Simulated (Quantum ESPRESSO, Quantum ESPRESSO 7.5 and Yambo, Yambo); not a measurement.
**KBr (Fm-3m): G0W0 with Yambo, start to end**

Wanted: ground state, empty states, screening and self-energy for KBr (Fm-3m).

Main program and level: Quantum ESPRESSO 7.5 and Yambo 5.3.0; PBE and many-body steps on it, plane waves.

## (1) The starting structure

The structure is cubic, space group Fm-3m (No. 225). The conventional cell has a = 6.600 Å, b = 6.600 Å, c = 6.600 Å, α = 90.00°, β = 90.00°, γ = 90.00°. Nearest to K lie 6 Br at 3.30 Å. Nearest to Br lie 6 K at 3.30 Å. Farther neighbours and most contacts between anions are not listed.

The cell and positions come from the Crystallography Open Database and are kept as given unless a step says otherwise.

## (2) Ground state

This step: Quantum ESPRESSO 7.5; DFT, PBE, plane waves, norm-conserving pseudopotentials.

The ground-state density comes first.

File pw.in:

```
&control
  calculation = 'scf'
  prefix = 'x'
  outdir = 'o'
  pseudo_dir = 'pseudo'
/
&system
  ibrav = 0
  nat = 2
  ntyp = 2
  ecutwfc = 76.0
  nbnd = 18
  force_symmorphic = .true.
/
&electrons
  conv_thr = 1e-10
  electron_maxstep = 80
  mixing_beta = 0.5
/
ATOMIC_SPECIES
  K 39.098 K.upf
  Br 79.904 Br.upf
CELL_PARAMETERS angstrom
  0.0000000000 3.3000000000 3.3000000000
  3.3000000000 0.0000000000 3.3000000000
  3.3000000000 3.3000000000 0.0000000000
ATOMIC_POSITIONS crystal
  K 0.0000000000 0.0000000000 0.0000000000
  Br 0.5000000000 0.5000000000 0.5000000000
K_POINTS automatic
  6 6 6 0 0 0
```

Launch:

```sh
OMP_NUM_THREADS=1 mpirun -n 4 pw.x -nk 4 -in pw.in > pw.out
```

Output:

```text
Program PWSCF v.7.5 starts

     This program is part of the open-source Quantum ESPRESSO suite
     for quantum simulation of materials; please cite
         "P. Giannozzi et al., J. Phys.:Condens. Matter 21 395502 (2009);
         "P. Giannozzi et al., J. Phys.:Condens. Matter 29 465901 (2017);
         "P. Giannozzi et al., J. Chem. Phys. 152 154105 (2020);
     in publications or presentations arising from this work. More details at
     Message from routine setup:
     using ibrav=0 with symmetry is DISCOURAGED, use correct ibrav instead

     G-vector sticks info

     bravais-lattice index     =            0
     lattice parameter (alat)  =       8.8192  a.u.
     unit-cell volume          =     485.0298 (a.u.)^3
     number of atoms/cell      =            2
     number of atomic types    =            2
     number of electrons       =        26.00
     number of Kohn-Sham states=           18
     kinetic-energy cutoff     =      76.0000  Ry
     charge density cutoff     =     304.0000  Ry
     scf convergence threshold =      1.0E-10
     mixing beta               =       0.5000
     number of iterations used =            8  plain     mixing
     Exchange-correlation= PBE
                           (   1   4   3   4   0   0   0)

     celldm(1)=   8.819172  celldm(2)=   0.000000  celldm(3)=   0.000000
     celldm(4)=   0.000000  celldm(5)=   0.000000  celldm(6)=   0.000000

     crystal axes: (cart. coord. in units of alat)
               a(1) = (   0.000000   0.707107   0.707107 )
               a(2) = (   0.707107   0.000000   0.707107 )
               a(3) = (   0.707107   0.707107   0.000000 )

     reciprocal axes: (cart. coord. in units 2 pi/alat)
               b(1) = ( -0.707107  0.707107  0.707107 )
               b(2) = (  0.707107 -0.707107  0.707107 )
               b(3) = (  0.707107  0.707107 -0.707107 )
     Pseudo is Norm-conserving + core correction, Zval =  9.0
     Generated using ONCVPSP code by D. R. Hamann
     Using radial grid of 2222 points,  6 beta functions with:
     Pseudo is Norm-conserving + core correction, Zval = 17.0
     Generated using ONCVPSP code by D. R. Hamann
     Using radial grid of 1098 points,  6 beta functions with:
     K                 9.00    39.09800     K ( 1.00)
     Br               17.00    79.90400     Br( 1.00)

     48 Sym. Ops., with inversion, found

   Cartesian axes

     site n.     atom                  positions (alat units)
         1        K      tau(   1) = (   0.0000000   0.0000000   0.0000000  )
         2        Br     tau(   2) = (   0.7071068   0.7071068   0.7071068  )

     number of k points=    16
                       cart. coord. in units 2pi/alat
        k(    1) = (   0.0000000   0.0000000   0.0000000), wk =   0.0092593
        k(    2) = (   0.1178511   0.1178511  -0.1178511), wk =   0.0740741
        k(    3) = (   0.2357023   0.2357023  -0.2357023), wk =   0.0740741
        k(    4) = (  -0.3535534  -0.3535534   0.3535534), wk =   0.0370370
        k(    5) = (   0.2357023   0.0000000  -0.0000000), wk =   0.0555556
        k(    6) = (   0.3535534   0.1178511  -0.1178511), wk =   0.2222222
        k(    7) = (  -0.2357023  -0.4714045   0.4714045), wk =   0.2222222
        k(    8) = (  -0.1178511  -0.3535534   0.3535534), wk =   0.2222222
        k(    9) = (   0.0000000  -0.2357023   0.2357023), wk =   0.1111111
        k(   10) = (   0.4714045   0.0000000  -0.0000000), wk =   0.0555556
     [... 4 further rows ...]
        k(   15) = (  -0.1178511  -0.3535534   0.5892557), wk =   0.2222222
        k(   16) = (  -0.7071068   0.2357023   0.0000000), wk =   0.1111111

     Dense  grid:    43599 G-vectors     FFT dimensions: (  50,  50,  50)

     Initial potential from superposition of free atoms

     starting charge      25.9807, renormalised to      26.0000
     Starting wfcs are   14 randomized atomic wfcs +    4 random wfcs

     per-process dynamical memory:    36.7 Mb

     Self-consistent Calculation

     iteration #  1     ecut=    76.00 Ry     beta= 0.50

     Threshold (ethr) on eigenvalues was too large:
     Diagonalizing with lowered threshold

     total energy              =    -331.11329278 Ry
     estimated scf accuracy    <       0.04170648 Ry

     iteration #  2     ecut=    76.00 Ry     beta= 0.50

     total energy              =    -331.12118008 Ry
     estimated scf accuracy    <       0.00243824 Ry

     iteration #  3     ecut=    76.00 Ry     beta= 0.50

     total energy              =    -331.12168411 Ry
     estimated scf accuracy    <       0.00053538 Ry

     iteration #  4     ecut=    76.00 Ry     beta= 0.50

     total energy              =    -331.12177003 Ry
     estimated scf accuracy    <       0.00002068 Ry

     iteration #  5     ecut=    76.00 Ry     beta= 0.50

     total energy              =    -331.12177779 Ry
     estimated scf accuracy    <       0.00000444 Ry

     iteration #  6     ecut=    76.00 Ry     beta= 0.50

     total energy              =    -331.12177894 Ry
     estimated scf accuracy    <       0.00000002 Ry

     iteration #  7     ecut=    76.00 Ry     beta= 0.50

     total energy              =    -331.12177898 Ry
     estimated scf accuracy    <          2.6E-09 Ry

     iteration #  8     ecut=    76.00 Ry     beta= 0.50

     total energy              =    -331.12177898 Ry
     estimated scf accuracy    <          3.7E-10 Ry

     iteration #  9     ecut=    76.00 Ry     beta= 0.50

     total energy              =    -331.12177898 Ry
     estimated scf accuracy    <          1.1E-10 Ry

     iteration # 10     ecut=    76.00 Ry     beta= 0.50

     End of self-consistent calculation

          k = 0.0000 0.0000 0.0000 (  5521 PWs)   bands (ev):

   -56.1051 -56.1051 -56.1030 -56.1030 -56.1030 -25.6928 -10.2110  -9.1698
    -9.1698  -9.1698   2.0853   2.0853   2.0853   6.5214   9.6944   9.6944
     9.6944  10.5130

          k = 0.1179 0.1179-0.1179 (  5444 PWs)   bands (ev):

   -56.1051 -56.1051 -56.1030 -56.1030 -56.1030 -25.6914 -10.2618  -9.1712
    -9.1712  -9.1016   1.7204   1.9968   1.9968   7.1770   9.5543  10.0172
    10.0172  10.8674

          k = 0.2357 0.2357-0.2357 (  5429 PWs)   bands (ev):

   -56.1051 -56.1051 -56.1030 -56.1030 -56.1030 -25.6886 -10.3489  -9.1739
    -9.1739  -8.9790   1.1485   1.8306   1.8306   8.2855   9.8060  10.8789
    10.8789  11.7584

          k =-0.3536-0.3536 0.3536 (  5444 PWs)   bands (ev):

     [... further k-points ...]

     highest occupied, lowest unoccupied level (ev):     2.0853    6.5214

!    total energy              =    -331.12177898 Ry
     estimated scf accuracy    <          3.8E-12 Ry

     The total energy is the sum of the following terms:
     one-electron contribution =    -219.69576738 Ry
     hartree contribution      =     108.73966860 Ry
     xc contribution           =     -57.41504571 Ry
     ewald contribution        =    -162.75063449 Ry

     convergence has been achieved in  10 iterations

     XML data file, charge density, pseudopotentials, collected wavefunctions

=------------------------------------------------------------------------------=
   JOB DONE.
=------------------------------------------------------------------------------=
```

Elapsed: 9.9 s, on 4 MPI ranks of Arm Neoverse V1, shared host; peak memory 0.31 GiB; 39 s of CPU time.

This step gave:

| Item | Value |
| --- | --- |
| total energy | -4505.1413 eV |
| gap | 4.436 eV |
| k of the valence top | 0, 0, 0 |
| k of the conduction bottom | 0, 0, 0 |
| least direct gap | 4.436 eV |

The gap is direct, at Γ.

## (3) Bands along the symmetry lines

Levels along a band path, at the cheap level, show where the edges lie and whether the meshes to come will hold them.

File pw.in:

```
&control
  calculation = 'bands'
  prefix = 'x'
  outdir = 'o'
  pseudo_dir = 'pseudo'
/
&system
  ibrav = 0
  nat = 2
  ntyp = 2
  ecutwfc = 76.0
  nbnd = 19
  force_symmorphic = .true.
/
&electrons
  conv_thr = 1e-9
  electron_maxstep = 80
  diago_full_acc = .true.
  diago_thr_init = 5e-6
/
ATOMIC_SPECIES
  K 39.098 K.upf
  Br 79.904 Br.upf
CELL_PARAMETERS angstrom
  0.0000000000 3.3000000000 3.3000000000
  3.3000000000 0.0000000000 3.3000000000
  3.3000000000 3.3000000000 0.0000000000
ATOMIC_POSITIONS crystal
  K 0.0000000000 0.0000000000 0.0000000000
  Br 0.5000000000 0.5000000000 0.5000000000
K_POINTS crystal
  50
  0.00000000 0.00000000 0.00000000 1
  0.06250000 0.00000000 0.06250000 1
  0.12500000 0.00000000 0.12500000 1
  0.18750000 0.00000000 0.18750000 1
  0.25000000 0.00000000 0.25000000 1
  0.31250000 0.00000000 0.31250000 1
  0.37500000 0.00000000 0.37500000 1
  0.43750000 0.00000000 0.43750000 1
  0.50000000 0.00000000 0.50000000 1
  0.51562500 0.03125000 0.51562500 1
  0.53125000 0.06250000 0.53125000 1
  0.54687500 0.09375000 0.54687500 1
  0.56250000 0.12500000 0.56250000 1
  0.57812500 0.15625000 0.57812500 1
  0.59375000 0.18750000 0.59375000 1
  0.60937500 0.21875000 0.60937500 1
  0.62500000 0.25000000 0.62500000 1
  0.37500000 0.37500000 0.75000000 1
  0.32812500 0.32812500 0.65625000 1
  0.28125000 0.28125000 0.56250000 1
  0.23437500 0.23437500 0.46875000 1
  0.18750000 0.18750000 0.37500000 1
  0.14062500 0.14062500 0.28125000 1
  0.09375000 0.09375000 0.18750000 1
  0.04687500 0.04687500 0.09375000 1
  0.00000000 0.00000000 0.00000000 1
  0.06250000 0.06250000 0.06250000 1
  0.12500000 0.12500000 0.12500000 1
  0.18750000 0.18750000 0.18750000 1
  0.25000000 0.25000000 0.25000000 1
  0.31250000 0.31250000 0.31250000 1
  0.37500000 0.37500000 0.37500000 1
  0.43750000 0.43750000 0.43750000 1
  0.50000000 0.50000000 0.50000000 1
  0.50000000 0.46875000 0.53125000 1
  0.50000000 0.43750000 0.56250000 1
  0.50000000 0.40625000 0.59375000 1
  0.50000000 0.37500000 0.62500000 1
  0.50000000 0.34375000 0.65625000 1
  0.50000000 0.31250000 0.68750000 1
  0.50000000 0.28125000 0.71875000 1
  0.50000000 0.25000000 0.75000000 1
  0.50000000 0.21875000 0.71875000 1
  0.50000000 0.18750000 0.68750000 1
  0.50000000 0.15625000 0.65625000 1
  0.50000000 0.12500000 0.62500000 1
  0.50000000 0.09375000 0.59375000 1
  0.50000000 0.06250000 0.56250000 1
  0.50000000 0.03125000 0.53125000 1
  0.50000000 0.00000000 0.50000000 1
```

Output:

```text
[banner, memory and clock lines left out]
Program PWSCF v.7.5 starts

     Atomic positions and unit cell read from directory:
     o/x.save/

     Message from routine setup:
     using ibrav=0 with symmetry is DISCOURAGED, use correct ibrav instead

     G-vector sticks info

     bravais-lattice index     =            0
     lattice parameter (alat)  =       8.8192  a.u.
     unit-cell volume          =     485.0298 (a.u.)^3
     number of atoms/cell      =            2
     number of atomic types    =            2
     number of electrons       =        26.00
     number of Kohn-Sham states=           19
     kinetic-energy cutoff     =      76.0000  Ry
     charge density cutoff     =     304.0000  Ry
     Exchange-correlation= PBE
                           (   1   4   3   4   0   0   0)

     celldm(1)=   8.819172  celldm(2)=   0.000000  celldm(3)=   0.000000
     celldm(4)=   0.000000  celldm(5)=   0.000000  celldm(6)=   0.000000

     crystal axes: (cart. coord. in units of alat)
               a(1) = (   0.000000   0.707107   0.707107 )
               a(2) = (   0.707107   0.000000   0.707107 )
               a(3) = (   0.707107   0.707107   0.000000 )

     reciprocal axes: (cart. coord. in units 2 pi/alat)
               b(1) = ( -0.707107  0.707107  0.707107 )
               b(2) = (  0.707107 -0.707107  0.707107 )
               b(3) = (  0.707107  0.707107 -0.707107 )
     Pseudo is Norm-conserving + core correction, Zval =  9.0
     Generated using ONCVPSP code by D. R. Hamann
     Using radial grid of 2222 points,  6 beta functions with:
     Pseudo is Norm-conserving + core correction, Zval = 17.0
     Generated using ONCVPSP code by D. R. Hamann
     Using radial grid of 1098 points,  6 beta functions with:
     K                 9.00    39.09800     K ( 1.00)
     Br               17.00    79.90400     Br( 1.00)

     48 Sym. Ops., with inversion, found

   Cartesian axes

     site n.     atom                  positions (alat units)
         1        K      tau(   1) = (   0.0000000   0.0000000   0.0000000  )
         2        Br     tau(   2) = (   0.7071068   0.7071068   0.7071068  )

     number of k points=    50
                       cart. coord. in units 2pi/alat
        k(    1) = (   0.0000000   0.0000000   0.0000000), wk =   0.0400000
        k(    2) = (   0.0000000   0.0883883   0.0000000), wk =   0.0400000
        k(    3) = (   0.0000000   0.1767767   0.0000000), wk =   0.0400000
[...]
[... 38 further rows ...]
        k(   49) = (   0.0441942   0.7071068   0.0000000), wk =   0.0400000
        k(   50) = (   0.0000000   0.7071068   0.0000000), wk =   0.0400000

     Dense  grid:    43599 G-vectors     FFT dimensions: (  50,  50,  50)

     The potential is recalculated from file :
     o/x.save/charge-density

     Starting wfcs are   14 randomized atomic wfcs +    5 random wfcs

     Band Structure Calculation

     End of band structure calculation

          k = 0.0000 0.0000 0.0000 (  5521 PWs)   bands (ev):

   -56.1051 -56.1051 -56.1029 -56.1029 -56.1029 -25.6928 -10.2110  -9.1698
    -9.1698  -9.1698   2.0853   2.0853   2.0853   6.5214   9.6944   9.6944
     9.6944  10.5130  10.5130

          k = 0.0000 0.0884 0.0000 (  5433 PWs)   bands (ev):

   -56.1051 -56.1051 -56.1029 -56.1029 -56.1029 -25.6925 -10.2212  -9.1711
[...]
9.7935  10.5420  10.6191

          k = 0.0000 0.1768 0.0000 (  5425 PWs)   bands (ev):

[...]
10.0832  10.6267  10.9182

          k =-0.0000 0.2652 0.0000 (  5413 PWs)   bands (ev):

[...]
k = 0.0000 0.4419-0.0000 (  5437 PWs)   bands (ev):

[...]
k =-0.0000 0.5303 0.0000 (  5446 PWs)   bands (ev):

[...]
k = 0.0000 0.6187-0.0000 (  5430 PWs)   bands (ev):

[...]
k = 0.4640 0.4640-0.0000 (  5404 PWs)   bands (ev):

[...]
k = 0.3315 0.3315-0.0000 (  5416 PWs)   bands (ev):

[...]
k = 0.3094 0.7071-0.0000 (  5428 PWs)   bands (ev):

[...]
k = 0.2210 0.7071-0.0000 (  5428 PWs)   bands (ev):

[...]
k = 0.1768 0.7071-0.0000 (  5418 PWs)   bands (ev):

[...]
k = 0.0442 0.7071 0.0000 (  5432 PWs)   bands (ev):

[...]
11.5282  11.7231  12.8320

          k = 0.0000 0.7071 0.0000 (  5434 PWs)   bands (ev):

   -56.1051 -56.1051 -56.1030 -56.1029 -56.1029 -25.6856 -10.1138  -9.2601
    -9.2057  -9.2057   1.2739   1.8005   1.8005   7.9565   9.2889  11.4404
    11.5903  11.7409  12.7997

     XML data file, pseudopotentials, collected wavefunctions
```

Wall time 9.9 s (4 MPI ranks); peak memory 0.26 GiB; 39 s of CPU time.

This step gave:

```yaml
gap: 4.436 eV
k_of_the_valence_top: 0, 0, 0
k_of_the_conduction_bottom: 0, 0, 0
least_direct_gap: 4.436 eV
```

The gap is 4.436 eV, as in the run before at this level.

Electronic bands along the path, in eV, zero at the top of the highest filled band:

| point | band 10 | band 11 | band 12 | band 13 | band 14 | band 15 | band 16 | band 17 |
| --- | --- | --- | --- | --- | --- | --- | --- | --- |
| Γ | -11.26 | 0.00 | 0.00 | 0.00 | 4.44 | 7.61 | 7.61 | 7.61 |
| halfway | -11.17 | -0.71 | -0.16 | -0.16 | 5.90 | 6.54 | 8.84 | 9.05 |
| X | -11.29 | -0.81 | -0.28 | -0.28 | 5.87 | 7.20 | 9.36 | 9.51 |
| halfway | -11.26 | -0.78 | -0.40 | -0.30 | 6.08 | 7.46 | 9.12 | 9.51 |
| U | -11.18 | -0.69 | -0.64 | -0.33 | 6.60 | 8.16 | 8.46 | 9.16 |
| jump to K | -11.18 | -0.69 | -0.64 | -0.33 | 6.60 | 8.16 | 8.46 | 9.16 |
| halfway | -11.10 | -0.78 | -0.24 | -0.24 | 6.16 | 7.28 | 8.38 | 8.88 |
| Γ | -11.26 | 0.00 | 0.00 | 0.00 | 4.44 | 7.61 | 7.61 | 7.61 |
| halfway | -11.12 | -0.67 | -0.17 | -0.17 | 5.69 | 7.49 | 8.31 | 8.31 |
| L | -11.01 | -1.18 | -0.33 | -0.33 | 6.59 | 8.23 | 9.74 | 9.74 |
| halfway | -11.09 | -0.96 | -0.47 | -0.36 | 7.02 | 7.80 | 8.89 | 9.31 |
| W | -11.16 | -0.59 | -0.59 | -0.54 | 7.39 | 7.39 | 8.26 | 9.00 |
| halfway | -11.22 | -0.75 | -0.41 | -0.38 | 6.29 | 7.66 | 8.73 | 9.39 |
| X | -11.29 | -0.81 | -0.28 | -0.28 | 5.87 | 7.20 | 9.36 | 9.51 |

The electronic bands as a text plot (rows in eV, shown from -8.0 to 8.4 only):

```
    8.1 |+ ++            +++    +++++ ++ ++++  ++++++++  ++++
    7.4 |++++      ++++++   +++++++++++++++++++        +++++ ++++
    6.7 |    ++++++      +++  ++               ++++++++     +
    6.0 |     +++++++++++       +            ++              ++++
    5.3 |    +                   ++        ++
    4.7 |++++                      ++++++++
    4.0 |
    3.3 |
    2.6 |
    1.9 |
    1.2 |
    0.6 |
   -0.1 |************************************************    ****
   -0.8 |    **********************         *****   *************
   -1.5 |                                        ***
   -2.2 |
   -2.9 |
   -3.6 |
   -4.2 |
   -4.9 |
   -5.6 |
   -6.3 |
   -7.0 |
   -7.7 |
         Γ           X  U|K            Γ         L        W     X
```

[end of part 1 of 2]

[Paths, hosts, dates, memory and timing lines, banners, echoed tables and standing remarks are left out of the program output.]

[Logs are printed without paths, hosts, clocks, repeated set-up lines and the standing remarks that a program may print on its own settings, such as how far it seeks lower states.]

[Runs of the session that timed out or met a known fault of the program may be left out.]

[Hosts, paths, dates, database ids (printed as entryN), source tags and the programs' standing remarks are cut or masked in the printed files.]
